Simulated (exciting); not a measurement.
# ZnS (F-43m) in exciting: single point with PBE

Aim: the single point of ZnS with PBE.

All numbers are computed with exciting (release sodium); they aren't measurements. Logs are shortened: lines on timing, memory, paths and dates and some standing lists are left out, and cuts for length are marked.

**What was measured.**

“Electronic, vibrational, and thermodynamic properties of ZnS (zincblende and rocksalt structure)”, 2009, arxiv:0911.5022 quotes, for a bulk crystal of ZnS at 19 K: band gap 3.85 eV (direct).

The runs below are set against these values where they give the same quantity.

### 1 The structure

It takes space group F-43m (No. 216, cubic). Conventional cell: a = 5.404 Å, b = 5.404 Å, c = 5.404 Å, α = 90.00°, β = 90.00°, γ = 90.00°. Zn (site symmetry -43m) has 4 S at 2.34 Å as nearest neighbours. S (site symmetry -43m) has 4 Zn at 2.34 Å as nearest neighbours.

### 2 Single point, PBE

input.xml

```xml
<input>
  <title>ZnS</title>
  <structure speciespath="./" tshift="false">
    <crystal scale="1">
      <basevect>0.000000000000 5.106039988739 5.106039988739</basevect>
      <basevect>5.106039988739 0.000000000000 5.106039988739</basevect>
      <basevect>5.106039988739 5.106039988739 0.000000000000</basevect>
    </crystal>
    <species speciesfile="Zn.xml" rmt="2">
      <atom coord="0.750000000000 0.750000000000 0.750000000000"/>
    </species>
    <species speciesfile="S.xml" rmt="1.9">
      <atom coord="0.000000000000 0.000000000000 0.000000000000"/>
    </species>
  </structure>
  <groundstate do="fromscratch" ngridk="6 6 6" rgkmax="7.5" gmaxvr="14" lmaxapw="10" lmaxmat="10" lmaxvr="8" xctype="GGA_PBE" stype="Gaussian" swidth="0.00073499" nempty="10" ValenceRelativity="iora*" epsengy="1e-05" epspot="1e-05" maxscl="60" tforce="true" outputlevel="normal"/>
</input>
```

Potentials or basis: all-electron LAPW+lo, shipped species files, valence relativity iora*.

On the command line:

```sh
$ OMP_NUM_THREADS=4 exciting_smp
```

INFO.OUT:

```text
================================================================================
EXCITING SODIUM started
[... 10 lines left out ...]

 Lattice vectors (cartesian) :
      0.0000000000      5.1060399887      5.1060399887
      5.1060399887      0.0000000000      5.1060399887
      5.1060399887      5.1060399887      0.0000000000

 Reciprocal lattice vectors (cartesian) :
     -0.6152698883      0.6152698883      0.6152698883
      0.6152698883     -0.6152698883      0.6152698883
      0.6152698883      0.6152698883     -0.6152698883

 Unit cell volume                           :     266.2457174161
 Brillouin zone volume                      :       0.9316589797

 Species :    1 (Zn)
     parameters loaded from                 :    Zn.xml
     name                                   :    zinc
     nuclear charge                         :     -30.00000000
     electronic charge                      :      30.00000000
     atomic mass                            :  119198.67800000
     muffin-tin radius                      :       2.00000000
     # of radial points in muffin-tin       :     350

     atomic positions (lattice) :
       1 :   0.75000000  0.75000000  0.75000000

 Species :    2 (S)
     parameters loaded from                 :    S.xml
     name                                   :    sulphur
     nuclear charge                         :     -16.00000000
     electronic charge                      :      16.00000000
     atomic mass                            :   58452.74216000
     muffin-tin radius                      :       1.90000000
     # of radial points in muffin-tin       :     300

     atomic positions (lattice) :
       1 :   0.00000000  0.00000000  0.00000000

 Total number of atoms per unit cell        :       2

 Spin treatment                             :    spin-unpolarised

 Number of Bravais lattice symmetries       :      48
 Number of crystal symmetries               :      24

 k-point grid                               :       6    6    6
 Total number of k-points                   :      22
 k-point set is reduced with crystal symmetries

 R^MT_min * |G+k|_max (rgkmax)              :       7.50000000
 Species with R^MT_min                      :       2 (S)
 Maximum |G+k| for APW functions            :       3.94736842
 Maximum |G| for potential and density      :      14.00000000

 G-vector grid sizes                        :      36    36    36
 Total number of G-vectors                  :   12339

 Maximum angular momentum used for
     APW functions                          :      10
     computing H and O matrix elements      :      10
     potential and density                  :       8
     inner part of muffin-tin               :       2

 Total nuclear charge                       :     -46.00000000
 Total electronic charge                    :      46.00000000
 Total core charge                          :      22.00000000
 Total valence charge                       :      24.00000000

 Number of empty states                     :      10
 Total number of valence states             :      23

 Maximum Hamiltonian size                   :     307
 Maximum number of plane-waves              :     291
 Total number of local-orbitals             :      16

 Exchange-correlation type                  :      20
     Perdew-Burke-Ernzerhof, Phys. Rev. Lett. 77, 3865 (1996)
     Generalised gradient approximation (GGA)

 Smearing scheme                            :    Gaussian
 Smearing width                             :       0.00073499

 Using multisecant Broyden potential mixing
[... 16 lines left out ...]
+ SCF iteration number :    1                                                  +
++++++++++++++++++++++++++++++++++++++++++++++++++++++++++++++++++++++++++++++++
 Total energy                               :     -2193.08869728
 _______________________________________________________________
 Fermi energy                               :         0.16419986
 Kinetic energy                             :      2231.82732611
 Coulomb energy                             :     -4327.61298451
 Exchange energy                            :       -95.22754324
 Correlation energy                         :        -2.07549565

 DOS at Fermi energy (states/Ha/cell)       :         0.00000000

 Electron charges :
     core                                   :        22.00000000
     core leakage                           :         0.00138277
     valence                                :        24.00000000
     interstitial                           :         4.19477513
     charge in muffin-tin spheres :
                  atom     1    Zn          :        27.97789740
                  atom     2     S          :        13.82732747
     total charge in muffin-tins            :        41.80522487
     total charge                           :        46.00000000

 Estimated fundamental gap                  :         0.08975772
        valence-band maximum at    1      0.0000  0.0000  0.0000
     conduction-band minimum at    1      0.0000  0.0000  0.0000

++++++++++++++++++++++++++++++++++++++++++++++++++++++++++++++++++++++++++++++++
+ SCF iteration number :    2                                                  +
++++++++++++++++++++++++++++++++++++++++++++++++++++++++++++++++++++++++++++++++
 Total energy                               :     -2195.87877943
 _______________________________________________________________
 Fermi energy                               :         0.16878210
 Kinetic energy                             :      2230.28719121
 Coulomb energy                             :     -4328.77334813
 Exchange energy                            :       -95.31443145
 Correlation energy                         :        -2.07819107

 DOS at Fermi energy (states/Ha/cell)       :         0.00000000

 Electron charges :
     core                                   :        22.00000000
     core leakage                           :         0.00137247
     valence                                :        24.00000000
     interstitial                           :         4.23020331
     charge in muffin-tin spheres :
                  atom     1    Zn          :        28.07715483
                  atom     2     S          :        13.69264186
     total charge in muffin-tins            :        41.76979669
     total charge                           :        46.00000000
[... 373 lines left out ...]
++++++++++++++++++++++++++++++++++++++++++++++++++++++++++++++++++++++++++++++++
+ SCF iteration number :   14                                                  +
++++++++++++++++++++++++++++++++++++++++++++++++++++++++++++++++++++++++++++++++
 Total energy                               :     -2195.36780284
 _______________________________________________________________
 Fermi energy                               :         0.17275557
 Kinetic energy                             :      2229.97160189
 Coulomb energy                             :     -4327.99924710
 Exchange energy                            :       -95.26117340
 Correlation energy                         :        -2.07898423

 DOS at Fermi energy (states/Ha/cell)       :         0.00000000

 Electron charges :
     core                                   :        22.00000000
     core leakage                           :         0.00137015
     valence                                :        24.00000000
     interstitial                           :         4.28797337
     charge in muffin-tin spheres :
                  atom     1    Zn          :        28.12092558
                  atom     2     S          :        13.59110104
     total charge in muffin-tins            :        41.71202663
     total charge                           :        46.00000000

 Estimated fundamental gap                  :         0.07716263
        valence-band maximum at    1      0.0000  0.0000  0.0000
     conduction-band minimum at    1      0.0000  0.0000  0.0000

 RMS change in effective potential (target) :  0.345798E-09  ( 0.100000E-04)
 Absolute change in total energy   (target) :  0.308551E-06  ( 0.100000E-04)
 Charge distance                   (target) :  0.454503E-09  ( 0.100000E-04)
 Abs. change in max-nonIBS-force   (target) :   0.00000      ( 0.500000E-04)

++++++++++++++++++++++++++++++++++++++++++++++++++++++++++++++++++++++++++++++++
| Convergency criteria checked for the last 2 iterations                       +
| Convergence targets achieved. Performing final SCF iteration                 +
++++++++++++++++++++++++++++++++++++++++++++++++++++++++++++++++++++++++++++++++
 Total energy                               :     -2195.36780288
 _______________________________________________________________
 Fermi energy                               :         0.17275557
 Kinetic energy                             :      2229.97160188
 Coulomb energy                             :     -4327.99924713
 Exchange energy                            :       -95.26117340
 Correlation energy                         :        -2.07898423

 DOS at Fermi energy (states/Ha/cell)       :         0.00000000

 Electron charges :
     core                                   :        22.00000000
     core leakage                           :         0.00137015
     valence                                :        24.00000000
     interstitial                           :         4.28797337
     charge in muffin-tin spheres :
                  atom     1    Zn          :        28.12092558
                  atom     2     S          :        13.59110104
     total charge in muffin-tins            :        41.71202663
     total charge                           :        46.00000000

 Estimated fundamental gap                  :         0.07716263
        valence-band maximum at    1      0.0000  0.0000  0.0000
     conduction-band minimum at    1      0.0000  0.0000  0.0000

++++++++++++++++++++++++++++++++++++++++++++++++++++++++++++++++++++++++++++++++
+ Self-consistent loop stopped                                                 +
++++++++++++++++++++++++++++++++++++++++++++++++++++++++++++++++++++++++++++++++
 STATE.OUT is written

--------------------------------------------------------------------------------
- Writing atomic positions and forces                                          -
--------------------------------------------------------------------------------

 Atomic positions (lattice) :
 atom     1  Zn  :     0.75000000    0.75000000    0.75000000
 atom     2   S  :     0.00000000    0.00000000    0.00000000

 Total atomic forces including IBS (cartesian) :
 atom     1  Zn  :    -0.00000000    0.00000000    0.00000000
 atom     2   S  :     0.00000000   -0.00000000   -0.00000000

 Atomic force components including IBS (cartesian) :
 atom     1  Zn  :     0.00000000   -0.00000000    0.00000000   HF force
                 :     0.00000000    0.00000000   -0.00000000   core correction
                 :     0.00000000   -0.00000000   -0.00000000   IBS correction
 atom     2   S  :    -0.00000000    0.00000000   -0.00000000   HF force
                 :    -0.00000000   -0.00000000    0.00000000   core correction
                 :    -0.00000000    0.00000000    0.00000000   IBS correction

********************************************************************************
* Groundstate module stopped                                                   *
********************************************************************************

================================================================================
| EXCITING SODIUM stopped                                                      =
================================================================================
```

Wall time 35 s (4 threads of Intel Xeon Platinum 8375C at 2.90GHz (Ice Lake), shared host); peak memory 0.14 GiB.

Results:

```yaml
Free_energy: -59739.0012 eV
Band_gap_on_the_k_mesh: 2.10 eV, direct
All_electrons_inside_the_program's_atomic_spheres: Zn 28.12; S 13.59 (radii Zn 2.0, S 1.9 bohr)
```

Caveat: rgkmax is low for these elements, so energy differences scatter by about 1 meV per atom.

### 3 Comparison with measurements

Step 2. Against the measured gap of ZnS, 3.85 eV (direct; 19 K; quoted in “Electronic, vibrational, and thermodynamic properties of ZnS (zincblende and rocksalt structure)”, 2009, arxiv:0911.5022), the calculated 2.10 eV is off by -1.75 eV. The value is that of PBE, without temperature or zero-point motion. Semilocal functionals fall short of measured gaps as a rule.
